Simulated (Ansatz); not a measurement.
Structure types of P were relaxed at one common pressure (all-electron LAPW in Ansatz 0.2.0 under PBE, scalar-relativistic, no spin polarisation, zero temperature). They take these volumes:

```json
{"type": "fcc", "space group": "Fm-3m", "V (Å³/atom)": "8.86"}
{"type": "bcc", "space group": "Im-3m", "V (Å³/atom)": "8.87"}
{"type": "hcp", "space group": "P6_3/mmc", "V (Å³/atom)": "8.78"}
{"type": "diamond", "space group": "Fd-3m", "V (Å³/atom)": "10.98"}
{"type": "simple hexagonal", "space group": "P6/mmm", "V (Å³/atom)": "8.95"}
{"type": "beta tin", "space group": "I4_1/amd", "V (Å³/atom)": "9.03"}
```

At about which pressure, and is the densest type also the lowest in enthalpy?

120 GPa. The densest is hcp, and it is 211 meV/atom above simple hexagonal: its gain in pV doesn't pay for its higher energy here.
